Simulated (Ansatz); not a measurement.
# NbAs (I4_1md) in Ansatz: a series of runs, part 2 of 2

Ansatz 0.2.0. The steps go on from the part before.

## 3. Relaxation of cell and atoms, PBEsol+D4

Contents of input.yaml:

```yaml
crystal:
  lattice:
    - [-1.72585, 1.72585, 5.84]
    - [1.72585, -1.72585, 5.84]
    - [1.72585, 1.72585, -5.84]
  atoms:
    - { symbol: Nb, position: [0.5, 0.0, 0.5] }
    - { symbol: Nb, position: [0.75, 0.75, 0.0] }
    - { symbol: As, position: [0.916, 0.416, 0.5] }
    - { symbol: As, position: [0.166, 0.166, 0.0] }
hamiltonian:
  xc: pbesol
  pseudopotentials: { kind: paw }
  dispersion: d4
kpoints:
  mp_grid: { grid: [11, 11, 11] }
scf:
  occupations: { method: fermi_dirac, width: 0.05 }
output:
  forces: true
  stress: true
  write_density: true
  write_potential: true
  elf: true
  volumetric_format: npy
relax:
  f_tol: 0.01
  max_steps: 40
  cell: { stress_tol: 0.05 }
```

Potentials or basis: Ansatz PAW.

Launch:

```console
> ansatz run input.yaml --threads 2 --pin off --max-ram 5632MiB --backend cpu --events-out ev --progress --plain --runs-dir out
```

The log of the run:

```text
Warning: RAYON_NUM_THREADS=2 ignored (pool sized by the plan → 2); use --threads N
basis.fft_grid_basis auto: the FFT boxes are laid along the combinations [[1, -1, 0], [0, 1, 0], [1, 0, 1]] of the cell's own vectors, 4.881, 6.330 and 3.452 Å long. The dense box has 36×45×24 points. Along the cell's own vectors, as sized, it would have 45×45×45, 2.34 times as many. Of the 8 symmetry operations that the crystal satisfies within crystal.symmetry.tolerance (time reversal apart; of a slab, those that keep its plane) the dense box along the cell's own vectors carries 8, and the one as laid loses 7 of those. basis.fft_grid_basis: typed keeps the cell's own vectors: state it where this run's energies or levels are differenced outside the engine with another run's, or held beside a run that keeps those vectors. Those combinations have planes normal to reciprocal vector 3, as the cell's own vectors have. Each planar average written beside output.write_density, output.write_potential has a row for each plane of the box: 24. The volumetric files lie along those combinations, not along the cell's own vectors: a cube or XSF file states them, and fields.json those of NumPy files.
Engine: ansatz 0.2.0, x86_64-unknown-linux-gnu
Pseudopotentials: kind: paw
Pseudopotential: Nb, paw, valence charge 13, recommended cutoff 420 eV (normal), Nb.paw.azcp
Pseudopotential: As, paw, valence charge 15, recommended cutoff 420 eV (normal), As.paw.azcp
Functional definition: PBEsol
  exchange = pbesol_x
  correlation = pbesol_c
Crystal: 4 atoms, lattice volume = 69.579 Å³
Basis set: ecut = 420 eV, 1371 PW (Γ), FFT grids on a1−a2, a2, a1+a3, exchange–correlation on 72×90×48 points (8 copies of the dense FFT grid, shifted against one another)
Bands: 34, of which v1, the nominal top of the filled ones, is band 28 counted from 1 (27 counted from 0)
Symmetry: 8 space group operations
Space group: I41md (ITA 109), of the structure as read, at distance tolerance 4.1e-5 Å
k-points: 126 of 1331 (time reversal used)
Non-local potential: Nb, projectors of the file, l = 0: 3, l = 1: 2, l = 2: 2, l = 3: 1
Non-local potential: As, projectors of the file, l = 0: 2, l = 1: 2, l = 2: 3, l = 3: 1
PAW form: soft (Blöchl's): semilocal exchange-correlation on the pseudo side does not see the compensation charge
PAW frozen core: Nb, regenerated for the run's functional, and the local potential with it (the file was generated under x = pbe(κ = 0.804, μ = 0.2195149727645171), c = pbe(β = 0.06672455060314922))
PAW frozen core: As, regenerated for the run's functional, and the local potential with it (the file was generated under x = pbe(κ = 0.804, μ = 0.2195149727645171), c = pbe(β = 0.06672455060314922))
PAW one-centre angular grid: Nb, 590 points (default); XC on 64 Gauss nodes
PAW one-centre angular grid: As, 590 points (default); XC on 64 Gauss nodes
Initial density: superposition of atomic densities (neutral atoms: chi_scale 0, normalization atom), corrected by the library's trained network
Initial wavefunctions: pseudopotential atomic-orbital guess
Functional: x = pbesol(κ = 0.804, μ = 0.12345679012345678), c = pbesol(β = 0.046)
SCF iter   1: F=—  HF=-18620.975509 eV  |F-HF|=—  |Δ(HF+E_count)|=         —  Δρ=8.27e-3  dr2=3.71e-2  ethr=1.77e-3  ⟨swp⟩=5.9  Hψ=17332  notcnv=0
preconditioner: auto → Kerker (q_TF=auto, 2.631 Å⁻¹)  [metal: Δε(μ)=0.023 eV  Ē_g=6.972 eV  σ=0.050 eV  W_gap=0.12  n_scr=24 (ndim 8)  ℏωp=19.9 eV  f_vac=0.000  D(μ)=0.70/eV (n_scr^D=2)]
SCF iter   2: F=—  HF=-18620.969778 eV  |F-HF|=—  |Δ(HF+E_count)|=   5.73e-3  Δρ=4.70e-3  dr2=1.17e-2  ethr=6.62e-5  ⟨swp⟩=1.2  Hψ=5340  notcnv=0
SCF iter   3: F=—  HF=-18620.968057 eV  |F-HF|=—  |Δ(HF+E_count)|=   1.72e-3  Δρ=6.40e-4  dr2=2.77e-4  ethr=2.08e-5  ⟨swp⟩=2.0  Hψ=5823  notcnv=0
SCF iter   4: F=—  HF=-18620.968025 eV  |F-HF|=—  |Δ(HF+E_count)|=   3.12e-5  Δρ=2.04e-4  dr2=3.21e-5  ethr=4.95e-7  ⟨swp⟩=2.0  Hψ=7410  notcnv=0
SCF iter   5: F=—  HF=-18620.968003 eV  |F-HF|=—  |Δ(HF+E_count)|=   2.22e-5  Δρ=7.80e-5  dr2=5.15e-6  ethr=5.72e-8  ⟨swp⟩=2.0  Hψ=7460  notcnv=0  defer=1
SCF iter   6: F=—  HF=-18620.968002 eV  |F-HF|=—  |Δ(HF+E_count)|=   1.53e-6  Δρ=1.91e-5  dr2=3.41e-7  ethr=9.20e-9  ⟨swp⟩=2.0  Hψ=7492  notcnv=0  defer=1
SCF iter   7: F=-18620.968002 eV  HF=-18620.968002 eV  |F-HF|=7.14e-9  |Δ(HF+E_count)|=   9.28e-8  Δρ=4.21e-6  dr2=1.44e-8  ethr=1.79e-10  ⟨swp⟩=7.2  Hψ=24994  notcnv=0
SCF 1 converged in 7 iterations: F = -18620.968002 eV  dr2 = 1.44e-8
relax step   1: F+E_penalty+E_count = -18620.96800162 eV  Δ(F+E_penalty+E_count) = +0.000e0 eV  max|allowed force component| = 2.879e-1 eV/Å  Δτ_max = 0.0000 Å  P = -4.540 GPa  Ω = 69.579 Å³  (7 SCF iters, dr2 threshold 1.00e-7 eV, accepted)
Crystal: 4 atoms, lattice volume = 65.568 Å³
[... 55 lines left out ...]
SCF converged after 6 iterations
Free energy (F): -18621.003473 eV
Harris-Foulkes:  -18621.003473 eV  (|F-HF|=3.64e-12)
Internal energy: -18620.997701 eV  (E = F + TS)
E sigma→0 (E₀):  -18621.000587 eV
Entropy (-TS):   -0.005772 eV (-1.443 meV/atom)
Fermi energy:    16.694615 eV
--- Per-component energies (eV) ---
  E_band       = -461.384686
  E_kinetic    = 1001.899616
  E_local      = -4254.695826  (includes V_loc(G=0)·N_el)
  E_nonlocal   = -1092.791818
  E_hartree    = 2115.163286
  E_xc         = -510.043337
  E_vxc        = -588.565967  (∫ρ·V_xc dr)
  E_paw        = -9623.139118  (= ΣΔE_a)
  E_vpaw       = 242.442699  (= ΣTr[D̂ρ^β])
  E_aug_tail   = 0.000023  (compensation charges beyond the density's cutoff)
  E_ewald      = -6258.661057
  E_disp       = -1.039745  (pairwise vdW)
  E_core_change = 2.310275  (= ΣΔE_core)
  E_smearing   = -0.005772  (= −TS)
  E_closure    = 0.000000  (closes the sum)
  Σ components = -18621.003473   (vs F -18621.003473, Δ=0.00e0)
--- Forces (eV/Å), atoms counted from 1 ---
  atom   1  Nb     0.00000000     0.00000000    -0.00008472
  atom   2  Nb    -0.00000000     0.00000000    -0.00008472
  atom   3  As     0.00000000     0.00000000     0.00008469
  atom   4  As    -0.00000000     0.00000000     0.00008469
  max |Σ_I F_I| component: 4.72e-8 eV/Å
--- Stress (GPa, compression-positive) ---
       -0.013187      -0.000000      -0.000000
       -0.000000      -0.013187       0.000000
       -0.000000       0.000000       0.002943
  P = ⅓ Tr σ = -0.0078 GPa (-0.078 kbar)
--- Band table (eV; the first three rows and the last of 126) ---
  k-point 0: bands = ["-38.2432", "-38.2093", "-18.8092", "-18.8092", "-18.7935", "-18.7891", "-18.7861", "-18.7844", "-18.7778", "-18.7775", "-18.7775", "-18.7743", "-14.5262", "-14.3919", "-14.3919", "-14.2367", "-14.2367", "-14.1670", "3.3039", "5.6869", "10.3911", "13.7904", "14.4398", "14.4398", "14.5628", "14.9665", "15.2960", "15.2960", "17.3997", "18.0136", "19.2650", "19.7741", "19.7741", "20.6249"]
  k-point 1: bands = ["-38.2404", "-38.2080", "-18.8099", "-18.8086", "-18.7927", "-18.7889", "-18.7877", "-18.7865", "-18.7779", "-18.7773", "-18.7755", "-18.7734", "-14.5163", "-14.4098", "-14.4056", "-14.2551", "-14.2490", "-14.1662", "3.5143", "5.7523", "10.5144", "13.3802", "14.2186", "14.3188", "14.3239", "14.8572", "15.3953", "15.5302", "17.1171", "17.6439", "19.2177", "19.4565", "20.0753", "20.4194"]
  k-point 2: bands = ["-38.2326", "-38.2045", "-18.8121", "-18.8068", "-18.7930", "-18.7908", "-18.7900", "-18.7877", "-18.7771", "-18.7767", "-18.7724", "-18.7711", "-14.5005", "-14.4560", "-14.4295", "-14.2996", "-14.2810", "-14.1689", "4.0799", "5.8823", "10.9372", "12.5232", "13.1798", "13.6874", "13.9298", "15.1100", "15.7693", "15.9178", "16.9231", "17.1197", "18.8433", "19.4335", "20.4950", "20.5929"]
  k-point 125: bands = ["-38.2256", "-38.2249", "-18.8114", "-18.8111", "-18.7901", "-18.7900", "-18.7865", "-18.7860", "-18.7767", "-18.7764", "-18.7752", "-18.7751", "-14.4280", "-14.3992", "-14.3489", "-14.3412", "-14.2404", "-14.2238", "4.3503", "4.3696", "12.5424", "12.6872", "13.6014", "13.9152", "14.0154", "14.4974", "15.6888", "16.2586", "17.4280", "18.2487", "18.5302", "18.7946", "19.9546", "20.1055"]
--- Relaxed structure (4 steps of the walk, 3 accepted, 1 SCFs on fresh bases) ---
  F+E_penalty+E_count = -18621.00347293 eV   max|allowed force component| = 8.471e-5 eV/Å   (the final SCF, on the basis selected at the relaxed cell)
  cell:  # Å, volume = 67.7053 Å³
    - [-1.7138557590121548, 1.7138557590121548, 5.76254335797407]
    - [1.7138557590121548, -1.7138557590121548, 5.76254335797407]
    - [1.7138557590121548, 1.7138557590121548, -5.76254335797407]
  atoms:
    - { symbol: Nb, position: [0.4986357499726662, -0.0013642500273338125, 0.5] }
    - { symbol: Nb, position: [0.7486357499726661, 0.7486357499726661, -3.036352498877257e-34] }
    - { symbol: As, position: [0.917364250027334, 0.4173642500273338, 0.5000000000000001] }
    - { symbol: As, position: [0.16736425002733382, 0.16736425002733382, 1.8429448908318458e-35] }
```

v_z.tsv:

```text
# z_ang	v_es[eV]	v_tot[eV]
# format = ansatz-planar-average/11
# xc	pbesol
# density_cutoff_ev	1680
# datasets	Nb=:simpson_from_first_knot:soft:shift=-741135	As=:simpson_from_first_knot:soft:shift=-1129921
# lattice	-1.713855759	1.713855759	5.762543358
# lattice	1.713855759	-1.713855759	5.762543358
# lattice	1.713855759	1.713855759	-5.762543358
# sites	4
# site	41	-0.000000000	1.713855759	-0.015723100
# site	41	-0.000000000	0.000000000	8.628091937
# site	33	-0.000000000	1.713855759	4.810159174
# site	33	0.000000000	-0.000000000	1.928887495
0.000000	9.264043e0	-2.898011e0
0.260480	9.240380e0	-2.909538e0
0.520960	9.137604e0	-2.985357e0
0.781440	8.922400e0	-3.172228e0
1.041920	8.636741e0	-3.430651e0
1.302400	8.390214e0	-3.653163e0
[... 16 lines left out ...]
5.730560	9.137604e0	-2.985357e0
5.991041	9.240380e0	-2.909538e0
```

Run time: 45 s. Hardware: 2 threads of Intel Xeon Platinum 8488C (Sapphire Rapids), shared host; peak memory 0.61 GiB.

Results:

```yaml
Free_energy: -18621.0035 eV
Relaxed_volume: 16.93 Å³/atom
Relaxed_cell: a = 6.252 Å, b = 6.252 Å, c = 6.252 Å, α = 148.18°, β = 148.18°, γ = 45.62°
Space_group_after_relaxing_to_0.05_Å: I4_1md (No. 109)
Energy_gained_by_relaxing: 8.9 meV/atom
Ionic_steps: 4
Pressure_after_relaxing: 0.0 GPa
Band_gap_on_the_k_mesh: 0.06 eV, indirect (least direct gap 0.10 eV)
```

Step by step:
| step | energy change (eV) | largest force (eV/Å) | volume (Å³) |
| --- | --- | --- | --- |
| 1 | 0.0000 | 0.2879 | 69.58 |
| 2 | -0.0357 | 0.0254 | 67.76 |
| 3 | -0.0358 | 0.0001 | 67.71 |
| 4 | -0.0355 | 0.0001 | 67.71 |

Final structure:
```xyz
4
Lattice="-1.7139 1.7139 5.7625 1.7139 -1.7139 5.7625 1.7139 1.7139 -5.7625" Properties=species:S:1:pos:R:3 pbc="T T T"
Nb    0.0000    1.7139   -0.0157
Nb    0.0000    0.0000    8.6281
As    0.0000    1.7139    4.8102
As    0.0000    0.0000    1.9289
```

Caveat: odd divisions of the mesh miss points on the zone boundary, where band edges often lie, so the gap on the mesh can be too wide; the plane-wave basis is chosen anew once the cell has moved, so the energies of steps on either side of that aren't comparable; the PAW data sets come from PBE, with cores solved anew for the run's functional, which leaves a small shift of forces and pressure.

## 4. Relaxation of cell and atoms, RPBE+D3(BJ)

Changes to input.yaml since step 3:

```diff
@@ -11,5 +11,5 @@
 hamiltonian:
-  xc: pbesol
+  xc: rpbe
   pseudopotentials: { kind: paw }
-  dispersion: d4
+  dispersion: d3bj
 kpoints:
@@ -21,6 +21,2 @@
   stress: true
-  write_density: true
-  write_potential: true
-  elf: true
-  volumetric_format: npy
 relax:
```

Launch:

```console
> ansatz run input.yaml --threads 2 --pin off --max-ram 5632MiB --backend cpu --events-out ev --progress --plain --runs-dir out
```

Run time: 46 s. Hardware: 2 threads of Intel Xeon Platinum 8488C (Sapphire Rapids), shared host; peak memory 0.6 GiB.

Results (log left out):

| Item | Value |
| --- | --- |
| Free energy | -18859.5301 eV |
| Relaxed volume | 14.59 Å³/atom |
| Relaxed cell | a = 5.777 Å, b = 5.777 Å, c = 5.777 Å, α = 146.54°, β = 146.54°, γ = 48.05° |
| Space group after relaxing (to 0.05 Å) | I4_1md (No. 109) |
| Energy gained by relaxing | 317.8 meV/atom |
| Ionic steps | 7 |
| Pressure after relaxing | 0.0 GPa |

The path:
```tsv
step	energy change (eV)	largest force (eV/Å)	volume (Å³)
1	0.0000	0.3322	69.58
2	-1.1537	0.0648	60.77
3	-1.2674	0.2564	58.00
4	-1.2731	0.0508	58.41
5	-1.2734	0.0075	58.38
6	-1.2734	0.0014	58.37
7	-1.2712	0.0013	58.37
```

Final structure:
```
CELL_PARAMETERS angstrom
-1.66303 1.66303 5.27635
1.66303 -1.66303 5.27635
1.66303 1.66303 -5.27635
ATOMIC_POSITIONS crystal
Nb 0.49563 0.99563 0.50000
Nb 0.74563 0.74563 0.00000
As 0.92037 0.42037 0.50000
As 0.17037 0.17037 0.00000
```

Caveat: the volume moved by over 15 % at a fixed basis, so the end points are rough; the plane-wave basis is chosen anew once the cell has moved, so the energies of steps on either side of that aren't comparable; the volume moved by -16 % from the deposited cell, more than functionals usually miss; the PAW data sets come from PBE, with cores solved anew for the run's functional, which leaves a small shift of forces and pressure.

## 5. The runs side by side

| level | pressure (GPa) | relaxed volume (Å³/atom) |
| --- | --- | --- |
| PBEsol+D3(BJ) | 0.0 | 16.58 |
| PBEsol+D4 | 0.0 | 16.93 |
| RPBE+D3(BJ) | 0.0 | 14.59 |

Alike in all rows: task relaxation of cell and atoms; potentials or basis Ansatz PAW; no spin polarisation; cell relaxed; k mesh 11 × 11 × 11; cutoff (eV) 420; smearing fermi-dirac 0.05 eV.

Caveats: the plane-wave basis is chosen anew once the cell has moved, so the energies of steps on either side of that aren't comparable; the PAW data sets come from PBE, with cores solved anew for the run's functional, which leaves a small shift of forces and pressure; odd divisions of the mesh miss points on the zone boundary, where band edges often lie, so the gap on the mesh can be too wide (some runs); the volume moved by over 15 % at a fixed basis, so the end points are rough (some runs); the volume moved by -16 % from the deposited cell, more than functionals usually miss (some runs).

Total energies depend on the potentials used, so only differences within one code and one set of settings carry meaning.
